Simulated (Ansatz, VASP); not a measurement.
## One calculation of C, two programs

```xyz
2
Lattice="0.0000 1.7857 1.7857 1.7857 0.0000 1.7857 1.7857 1.7857 0.0000" Properties=species:S:1:pos:R:3 pbc="T T T"
C     0.0000    0.0000    0.0000
C     0.8929    0.8929    0.8929
```

Alike in both runs: functional PBE; k mesh 12 × 12 × 12; occupations gaussian, width 0.02 eV; no spin polarisation.

Ansatz relaxed the structure, and its values are those at the end. VASP's run is a single point on that final structure, the one shown.

|  | VASP | Ansatz |
| --- | --- | --- |
| version | VASP 6.6.1 | Ansatz 0.2.0 |
| potentials or method | VASP PAW PBE potentials, release 64 (C) | scalar-relativistic, plane waves, PAW |
| plane-wave cutoff (eV) | 520 | 420 |
| valence electrons in the cell | 8 | 8 |

```csv
,VASP,Ansatz,Ansatz less VASP
gap on the k mesh at the Fermi level (eV),4.14,4.15,+0.007
least direct gap on the mesh (eV),5.58,5.58,+0.004
pressure (GPa),0.7,0.0,-0.66
```
